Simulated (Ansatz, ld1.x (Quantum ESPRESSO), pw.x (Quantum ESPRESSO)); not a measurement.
## Equation-of-state test of one PAW potential (tungsten)

ld1.x (Quantum ESPRESSO) 7.5 input, shortened:

```
&input
   title='W', zed=74., rel=1, dft='PBE', iswitch=3,
   config='[Xe] 4f14 5d4 6s2 6p0'
 /
 &inputp
   pseudotype=3, lpaw=.true., tm=.true., lloc=-1, rcloc=2.35,
   nlcc=.false.,
   which_augfun='BESSEL', rmatch_augfun=1.60
 /
6
6S  1  0   2.00   0.00  2.15  2.45  0.0
6S  1  0   0.00   3.00  2.15  2.45  0.0
5P  2  1   6.00   0.00  1.75  2.35  0.0
6P  3  1   0.00   0.00  1.75  2.35  0.0
5D  3  2   4.00   0.00  2.55  2.85  0.0
5D  3  2   0.00   0.50  2.55  2.85  0.0
 &test
   configts(1)='5p6 5d4 6s2 6p0'
 /
```

Atomic tests: cutoffs needed: 15 Ry and 25 Ry (the cutoffs (Ry, on a coarse ladder) from which the occupation-weighted sum of valence levels, in a spherical-Bessel basis at the reference potential, stays within 10 and 1 mRy of its value at 400 Ry); ghost test: no extra level below or beside the all-electron valence levels (s, p, d, f tested) (spherical-Bessel basis up to 400 Ry, 20 bohr box); configuration tests: 1 of 7 tests not solved or not reliable.

Crystal test: sc W in pw.x 7.5, no spin, 12³ k-points, Fermi–Dirac smearing 0.01 Ry, cutoffs 40/320 Ry. The reference is all-electron LAPW (Ansatz 0.2.0) with the same functional, mesh and smearing; V0 and B0 come from Birch–Murnaghan fits to the pressures at five volumes. Errors are pseudo minus all-electron; Δ is the rms difference of the E(V) curves that follow from these fits, minima aligned, over ±6 % about the mean V0. Mesh and smearing are coarse, so the numbers serve the comparison and aren't converged zero-temperature values; the lattice is a test structure that the element need not adopt.

All-electron: a0 = 2.638 Å (V0 = 18.36 Å³/atom), B0 = 216.4 GPa.

Question: How far does the potential miss the all-electron equation of state?

Answer: mean pressure error (GPa): -3.79; a0 (Å): 2.622; a0 error (%): -0.62; B0 error (%): +1.6; Δ (meV/atom): 16.1. The largest radius (2.85 bohr) exceeds half the bond length (2.50 bohr), so the spheres overlap, which is one possible source of error among others. This is a poor potential for the solid. Atomic configuration tests: 1 of 7 tests not solved or not reliable.

```
V (Å³/atom)  P all-electron (GPa)  P pseudo (GPa)
     17.612                  9.79            5.28
     18.076                  3.46           -0.68
     18.539                 -2.09           -5.88
     19.002                 -6.95          -10.38
     19.466                -11.21          -14.30
```

Question: At the middle volume, how do free energy and pressure move when the wave cutoff is lowered (ecutrho held at 320 Ry)?

Answer:

```tsv
cutoff (Ry)	shift of F (meV/atom)	shift of P (GPa)
18	+942.6	-18.13
24	+101.5	-2.33
32	+35.1	-0.22
```

The run at the middle volume (84 k-points, 11 iterations) took about 16 s on one core of a shared host (Neoverse-V1, 64 threads, 495 GiB, load 17).
